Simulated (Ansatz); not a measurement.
Runs of Ansatz 0.2.0 on MnS. It takes space group P6_3mc (No. 186, hexagonal). The conventional cell has a = 3.954 Å, b = 3.954 Å, c = 6.343 Å, α = 90.00°, β = 90.00°, γ = 120.00°. Around Mn (site symmetry 3m) lie 4 S at 2.36 to 2.42 Å. Around S (site symmetry 3m) lie 4 Mn at 2.36 to 2.42 Å. The cell is a database's computed one.

```tsv
spin	k mesh	gap on the mesh (eV)	pressure (GPa)	moment (μB)	largest force (eV/Å)
collinear, ferrimagnetic start	8 × 8 × 4	0.83	-0.5	0.00	0.17
collinear, antiferromagnetic start	8 × 8 × 4	0.83	-0.5	0.00	0.17
collinear, random start	8 × 8 × 4	0.83	-0.5	0.00	0.17
off	8 × 8 × 4	none	-19.9	-	(b)
non-collinear, random start	6 × 6 × 3	(a)	-0.6	0.00	0.17
```

Alike in all rows: task single point; level PBE; potentials or basis Ansatz PAW; cell as given; cutoff (eV) 420; smearing fermi-dirac 0.05 eV.

**Question.** Estimate the missing entries.

**Answer.** (a) 0.79; (b) 0.13.

Caveats: semilocal functionals often make such compounds metallic where correlation or magnetic order opens a gap, which also shifts bond lengths (some runs); odd divisions of the mesh miss points on the zone boundary, where band edges often lie, so the gap on the mesh can be too wide (some runs); the starting moments weren't kept (some runs).

A k mesh can miss the band edges.

A gap of «none» marks a metal or a gap under the smearing width.
